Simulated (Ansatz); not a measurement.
# CdS: LAPW beside PAW, part 2 of 2

Does the method matter for CdS? The same cell, functional and mesh are run with all-electron LAPW, PAW on the default files and datasets made for this crystal.

Ansatz 0.2.0; DFT PBE; a database cell (COD). «Crystal datasets» are all-electron PAW datasets made for this crystal.

## 4. Datasets made for this crystal

input.yaml reads:

```yaml
crystal:
  lattice:
    - [4.1347992034, 0.0, 0.0]
    - [-2.0673996017, 3.5808411497, 0.0]
    - [0.0, 0.0, 6.749]
  atoms:
    - { symbol: Cd, position: [0.3333333333, 0.6666666667, 0.0] }
    - { symbol: Cd, position: [0.6666666667, 0.3333333333, 0.5] }
    - { symbol: S, position: [0.3333333333, 0.6666666667, 0.385] }
    - { symbol: S, position: [0.6666666667, 0.3333333333, 0.885] }
kpoints:
  mp_grid: { grid: [8, 8, 4] }
  band_path:
    path:
      - [0.0, 0.0, 0.0]
      - [0.5, 0.0, 0.0]
      - [0.3333333333, 0.3333333333, 0.0]
      - [0.0, 0.0, 0.0]
      - [0.0, 0.0, 0.5]
      - [0.5, 0.0, 0.5]
      - [0.3333333333, 0.3333333333, 0.5]
      - [0.0, 0.0, 0.5]
      - [0.5, 0.0, 0.5]
    npoints: 8
scf:
  occupations: { method: fermi_dirac, width: 0.02 }
hamiltonian:
  xc: pbe
  pseudopotentials: { kind: all_electron, datasets: crystal }
output:
  forces: true
  stress: true
  eigenvalues: true
  efg: { contact_densities: true }
```

What it wrote:

```text
hamiltonian.pseudopotentials.datasets: crystal makes datasets for this crystal and solves the spheres of its atoms anew in each pass: cutoff 260.0 eV, the density's 1040.0 eV; for an error of 0.50 meV an atom under PBE, 2.0 meV for the cell; an energy difference from a run of another recipe may be off by several times the error for the cell, under r2SCAN by more, where some 0.1 meV an atom stays at smaller errors; S in spheres of 1.132 Å, 6 of its electrons in bands; Cd in spheres of 1.376 Å, 12 of its electrons in bands, 8 on its site; only band paths and densities of states list, in semicore columns, the levels of the semicore shells that are solved separately: 4s of Cd, 4p of Cd
Cd: output.efg is read without spin–orbit coupling, which moves field gradients at and beside such atoms by some per cent and up to a factor of two; PAW files take it under magnetization.noncollinear and magnetization.spin_orbit
Engine: ansatz 0.2.0
Pseudopotentials: kind: all_electron
Pseudopotential: Cd, paw, valence charge 20, recommended cutoff 260 eV (normal), Koelling and Harmon's equation, gaussian nucleus
Pseudopotential: S, paw, valence charge 6, recommended cutoff 260 eV (normal), Koelling and Harmon's equation, gaussian nucleus
Functional definition: PBE
  parameter kappa = 0.804
  parameter beta = 0.06672455060314922
  exchange = pbe_x(kappa = kappa, mu = beta*pi^2/3)
  correlation = pbe_c(beta = beta)
Crystal: 4 atoms, lattice volume = 99.926 Å³
Basis set: ecut = 260 eV, 989 PW (Γ), exchange–correlation on 48×48×72 points (8 copies of the dense FFT grid, shifted against one another)
Bands: 22, of which v1, the nominal top of the filled ones, is band 18 counted from 1 (17 counted from 0)
Symmetry: 12 space group operations
Space group: P63mc (ITA 186), of the structure as read, at distance tolerance 4.6e-5 Å
k-points: 30 of 256 (time reversal used)
Non-local potential: Cd, projectors of the file, l = 0: 1, l = 1: 1, l = 2: 2
Non-local potential: S, projectors of the file, l = 0: 1, l = 1: 1, l = 2: 2
PAW form: soft (Blöchl's): semilocal exchange-correlation on the pseudo side does not see the compensation charge
PAW one-centre angular grid: Cd, 590 points (default); XC on its mesh's 1869 points in the sphere
PAW one-centre angular grid: S, 110 points (default); XC on its mesh's 1925 points in the sphere
Initial density: superposition of atomic densities (neutral atoms: chi_scale 0, normalization atom)
Initial wavefunctions: pseudopotential atomic-orbital guess
Functional: x = pbe(κ = 0.804, μ = 0.2195149727645171), c = pbe(β = 0.06672455060314922)
iter 1 solved again at ethr=9.03e-3 eV; its pass at ethr=1.00e-1 eV (dr2=3.25e0 eV) is discarded
SCF iter   1: F=—  HF=-326199.836134 eV  |F-HF|=—  |Δ(HF+E_count)|=         —  Δρ=4.03e-2  dr2=3.30e0  ethr=9.03e-3  ⟨swp⟩=2.6  Hψ=3330  notcnv=0
preconditioner: auto → Resta (q_TF=auto, 2.301 Å⁻¹)  ε∞=5.6  [insulator: Δε(μ)=1.751 eV  Ē_g=10.432 eV  σ=0.020 eV  W_gap=1.00  n_scr=22 (ndim 8)  ℏωp=22.3 eV  f_vac=0.021  D(μ)=0.00/eV (n_scr^D=0)  ε∞_Penn≈5.6]
SCF iter   2: F=—  HF=-326198.927098 eV  |F-HF|=—  |Δ(HF+E_count)|=   9.09e-1  Δρ=1.87e-2  dr2=5.44e-1  ethr=9.03e-3  ⟨swp⟩=3.1  Hψ=1505  notcnv=0  defer=2
iter 3 solved again at ethr=1.06e-4 eV; its pass at ethr=1.51e-3 eV (dr2=3.82e-2 eV) is discarded
SCF iter   3: F=—  HF=-326198.806575 eV  |F-HF|=—  |Δ(HF+E_count)|=   1.21e-1  Δρ=6.50e-3  dr2=3.82e-2  ethr=1.06e-4  ⟨swp⟩=2.8  Hψ=3199  notcnv=0  defer=5
SCF iter   4: F=—  HF=-326198.814234 eV  |F-HF|=—  |Δ(HF+E_count)|=   7.66e-3  Δρ=2.64e-3  dr2=6.19e-3  ethr=1.06e-4  ⟨swp⟩=3.3  Hψ=1761  notcnv=0  defer=4
SCF iter   5: F=—  HF=-326198.814191 eV  |F-HF|=—  |Δ(HF+E_count)|=   4.30e-5  Δρ=7.09e-4  dr2=7.04e-4  ethr=1.72e-5  ⟨swp⟩=3.3  Hψ=1701  notcnv=0  defer=3
SCF iter   6: F=—  HF=-326198.814784 eV  |F-HF|=—  |Δ(HF+E_count)|=   5.93e-4  Δρ=3.75e-4  dr2=2.31e-4  ethr=1.95e-6  ⟨swp⟩=3.0  Hψ=1517  notcnv=0  defer=4
SCF iter   7: F=—  HF=-326198.815146 eV  |F-HF|=—  |Δ(HF+E_count)|=   3.61e-4  Δρ=1.07e-4  dr2=1.40e-5  ethr=6.41e-7  ⟨swp⟩=3.2  Hψ=1564  notcnv=0  defer=4
SCF iter   8: F=—  HF=-326198.815243 eV  |F-HF|=—  |Δ(HF+E_count)|=   9.76e-5  Δρ=3.23e-5  dr2=1.65e-6  ethr=3.90e-8  ⟨swp⟩=3.3  Hψ=1640  notcnv=0  defer=3
SCF iter   9: F=-326198.815246 eV  HF=-326198.815246 eV  |F-HF|=1.26e-7  |Δ(HF+E_count)|=   2.65e-6  Δρ=6.09e-6  dr2=5.32e-8  ethr=4.60e-9  ⟨swp⟩=3.0  Hψ=1552  notcnv=0  defer=1
SCF 1 converged in 9 iterations: F = -326198.815243 eV  dr2 = 5.32e-8
  Residual-converged pass: ⟨swp⟩=4.0  Hψ=2024  notcnv=0  max |occ|·‖R‖ = 6.5e-6 eV (tolerance 6.7e-6 eV)  dr2=5.43e-8  dr2_onsite=3.06e-8  max |Δocc| = 4.5e-18
NSCF: frozen V_eff on 65 k-points
SCF converged after 9 iterations
Free energy (F): -326198.815243 eV
Harris-Foulkes:  -326198.815243 eV  (|F-HF|=1.26e-7)
Internal energy: -326198.815243 eV  (E = F + TS)
E sigma→0 (E₀):  -326198.815243 eV
Past the cutoff: the bands carry plane waves up to 1.75 times it, of which those up to 1.5 times it add -0.000266 eV an atom, each by itself; the spheres take 0.000272 eV an atom off the energy for waves past 1.75 times it
By the cutoff:   a pressure is off by up to 0.006 GPa (1.2 times the spheres' own share and the shells' term, over an atom's volume, and 0.004 GPa: a bound that held against runs at twice the plane waves)
Past the cutoffs: a stress includes 0.0010 GPa for waves and charges beyond them, in addition to the slope of what the spheres take
In the spheres:  the bands' charges fall short by 1.7e-6 e at most (sound up to 1e-3), those of shells solved beside the bands by 1.7e-7 e (sound up to 5e-4)
Fermi energy:    8.257344 eV
--- Per-component energies (eV) ---
  The terms above E_closure are by the made datasets' own strengths, without shells solved beside the bands.
--- Forces (eV/Å), atoms counted from 1 ---
  atom   1  Cd     0.00000000    -0.00000000     0.26094274
  atom   2  Cd    -0.00000000    -0.00000000     0.26094274
  atom   3  S      0.00000000     0.00000000    -0.26094199
  atom   4  S     -0.00000000    -0.00000000    -0.26094199
  max |Σ_I F_I| component: 1.49e-6 eV/Å
--- Stress (GPa, compression-positive) ---
        3.305372      -0.000000      -0.000000
        0.000000       3.305372       0.000000
       -0.000000       0.000000       1.060163
  P = ⅓ Tr σ = 2.5570 GPa (25.570 kbar)
  It holds what live shells' own plane waves past their cutoff add
--- PAW observables at the nuclei: V_zz in 10²¹ V/m², potentials from the cell's mean, atoms counted from 1 ---
  atom   1  Cd V_zz =    +3.252093   η = 0.0000   by run symmetry: allowed
            electrostatic potential = -7703.962170 V   contact ρ = 1035882.206752 e/Å³
  atom   2  Cd V_zz =    +3.252093   η = 0.0000   by run symmetry: allowed
            electrostatic potential = -7703.962170 V   contact ρ = 1035882.206752 e/Å³
  atom   3  S  V_zz =    -0.713412   η = 0.0000   by run symmetry: allowed
            electrostatic potential = -1633.441160 V   contact ρ = 19784.529515 e/Å³
  atom   4  S  V_zz =    -0.713412   η = 0.0000   by run symmetry: allowed
            electrostatic potential = -1633.441160 V   contact ρ = 19784.529515 e/Å³
--- Band table (eV; the first three rows and the last of 30) ---
  k-point 0: bands = ["-4.6900", "-4.2777", "-0.0606", "-0.0606", "0.0085", "0.0085", "0.0105", "0.3808", "0.3808", "0.4712", "0.4712", "0.8195", "3.4260", "6.9410", "6.9410", "7.5966", "7.6363", "7.6363", "8.8628", "10.3632"]
  k-point 1: bands = ["-4.6282", "-4.3358", "-0.0533", "-0.0533", "-0.0045", "-0.0045", "0.0561", "0.3966", "0.3966", "0.4605", "0.4605", "0.5721", "4.0076", "6.6336", "7.0377", "7.0377", "7.5290", "7.5290", "9.7270", "10.4469"]
  k-point 2: bands = ["-4.4802", "-4.4802", "-0.0317", "-0.0317", "-0.0317", "-0.0317", "0.2319", "0.2319", "0.4310", "0.4310", "0.4310", "0.4310", "5.2491", "5.2491", "7.2780", "7.2780", "7.2780", "7.2780", "10.4586", "10.4586"]
  k-point 29: bands = ["-4.1640", "-4.1640", "0.1556", "0.1556", "0.1680", "0.1680", "0.3651", "0.3651", "0.4140", "0.4140", "0.9395", "0.9395", "3.6116", "3.6116", "5.3063", "5.3063", "6.5558", "6.5558", "11.9502", "11.9502"]
```

Wall time 23 s (1 thread, shared host).

In short: pressure 2.56 GPa; gap 1.23 eV, direct at Γ; largest force 0.261 eV/Å; Vzz Cd1 3.25 (η = 0.00), S3 -0.71 (η = 0.00) (10²¹ V/m²).

```tsv
atom	contact density (e/Å³)
Cd1	1035882
S3	19784.53
```

## 5. Comparison

Highest filled and lowest empty level at the labelled points (eV from each run's valence-band top):

```tsv
point	LAPW top	LAPW bottom	PAW top	PAW bottom	crystal datasets top	crystal datasets bottom
Γ	0.00	1.23	0.00	1.23	0.00	1.23
M	-0.83	3.72	-0.83	3.72	-0.83	3.72
K	-1.74	4.81	-1.74	4.81	-1.74	4.81
Γ	0.00	1.23	0.00	1.23	0.00	1.23
A	-0.36	2.82	-0.36	2.82	-0.36	2.82
L	-1.27	3.52	-1.27	3.52	-1.27	3.52
H	-1.06	4.40	-1.07	4.40	-1.06	4.40
A	-0.36	2.82	-0.36	2.82	-0.36	2.82
L	-1.27	3.52	-1.27	3.52	-1.27	3.52
```

| method | pressure (GPa) | gap (eV) | largest force (eV/Å) | Vzz Cd1 (10²¹ V/m²) | Vzz S3 (10²¹ V/m²) | SCF cycles, all passes |
| --- | --- | --- | --- | --- | --- | --- |
| LAPW | 2.56 | 1.23 | 0.261 | – | – | 9 |
| PAW | 2.53 | 1.23 | 0.260 | 3.22 | -0.71 | 6 |
| crystal datasets | 2.56 | 1.23 | 0.261 | 3.25 | -0.71 | 9 |

## 6. What came out

This closing draws on all 2 parts.

```
           quantity                                               value
           pressure      LAPW 2.56, PAW 2.53, crystal datasets 2.56 GPa
         gap (LAPW)                                1.23 eV, direct at Γ
      largest force  LAPW 0.261, PAW 0.260, crystal datasets 0.261 eV/Å
Bader charges (PAW)                               Cd1 +0.86, S3 -0.86 e
```

What this shows: At this geometry the cell is under compression of 2.6 GPa, so it would expand if let go. A gap opens: 1.23 eV, direct at Γ. It is the Kohn-Sham gap of a semilocal functional, which mostly lies below the gap found in experiment. Against the measured gap of CdS, 2.5809 eV (quoted in “Isotope dependence of band-gap energy”, 2008, arxiv:0807.2152), the calculated 1.23 eV is off by -52.5 %. So large a miss can be the level of theory's own, or it may mean another phase, state or a wrong row. 2 values of this kind are on record in papers (2.44 to 2.5809 eV); this one was drawn at random among those near their median, those with a stated uncertainty first. Semilocal functionals fall short of gaps. The calculation has no temperature and no excitons, and leaves out spin-orbit coupling. S 3p states make 92 % of the projected weight in the top eV of the valence band. The projection holds only the free atom's occupied shells (Cd 5s, Cd 4d, S 3s, S 3p in this range). The field gradient at Cd1, the largest by crystal datasets, is 3.22 by PAW and 3.25 by crystal datasets (10²¹ V/m²), within 5 %. Spin–orbit coupling is left out, which moves gradients at and beside heavy atoms by some per cent and at worst by a factor of two. PAW lies -0.03 GPa from LAPW in pressure and less than 0.01 eV in the gap. The forces differ by at most 1 meV/Å in a component, on a largest force of 0.261 eV/Å.
